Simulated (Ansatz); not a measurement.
# Ir (Fm-3m)

The calculation used Ansatz, DFT PBE, scalar-relativistic, plane waves, PAW.

Settings: cutoff 420 eV, Γ-centred mesh 18×18×18 on the computed 1-atom cell, Gaussian smearing of 0.10 eV; no spin polarisation.

The structure is relaxed at this level of theory with its symmetry kept.

```cif
data_structure
_symmetry_space_group_name_H-M 'Fm-3m'
_symmetry_Int_Tables_number 225
_cell_length_a 3.8707
_cell_length_b 3.8707
_cell_length_c 3.8707
_cell_angle_alpha 90.000
_cell_angle_beta 90.000
_cell_angle_gamma 90.000
_cell_volume 57.99
loop_
_atom_site_label
_atom_site_type_symbol
_atom_site_symmetry_multiplicity
_atom_site_Wyckoff_symbol
_atom_site_fract_x
_atom_site_fract_y
_atom_site_fract_z
_atom_site_occupancy
Ir1 Ir 4 a 0.00000 0.00000 0.00000 1
```

* Space group: Fm-3m (No. 225)
* Volume per atom: 14.50 Å³
* Formation energy from the elements' standard states (uncorrected): +0.002 eV/atom
* Kohn–Sham band gap: none (metal)
* Density of states at the Fermi level: 0.95 states/eV per cell
* Löwdin character within 0.5 eV of the Fermi level: Ir 5d 96 %
* Bader charges (e): Ir (1 in the cell) 0.00

Spin-orbit coupling is left out, which matters for the bands of heavy elements.